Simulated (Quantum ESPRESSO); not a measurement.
**Sb under changes of volume**

One of the cells (26.666 Å³/atom); the others are scaled copies at fixed shape and fractional positions:

```
Sb
1.0
     0.00000    2.37124    2.37124
     2.37124    0.00000    2.37124
     2.37124    2.37124    0.00000
Sb
1
Direct
  0.00000 0.00000 0.00000
```

This isn't the form of Sb at room conditions, which is rhombohedral.

* Program: Quantum ESPRESSO 7.5
* Functional: PBEsol
* Potentials or basis: GBRV 1.5 PBEsol
* Cutoff: 612 eV
* Density cutoff: 4898 eV
* k mesh: 10 × 10 × 10
* Occupations: fermi-dirac, width 0.05 eV
* Spin: no spin polarisation

| volume (Å³/atom) | energy over the lowest point (meV/atom) | pressure (GPa) |
| --- | --- | --- |
| 25.066 | 10.28 | 2.8 |
| 25.599 | 2.77 | 1.3 |
| 26.133 | 0.00 | -0.1 |
| 26.666 | 1.34 | -1.3 |
| 27.199 | 6.61 | -2.5 |
| 27.733 | 15.63 | -3.6 |
| 28.266 | ? | ? |

Task: What does the run at 28.266 Å³/atom give?

Result: Energy over the lowest point 28.18 meV/atom; pressure -4.5 GPa.

Worked out: A Birch-Murnaghan fit of order 3 (a polynomial in V^(-2/3)) to the other rows has its minimum at 26.22 Å³/atom with B0 = V·E''(V) = 62 GPa (rough, since the energies scatter). It gives 27.94 meV/atom at 28.266 Å³/atom, against the run's 28.18, and -dE/dV = -4.2 GPa, against -4.5.

Energies are extrapolated to zero smearing.
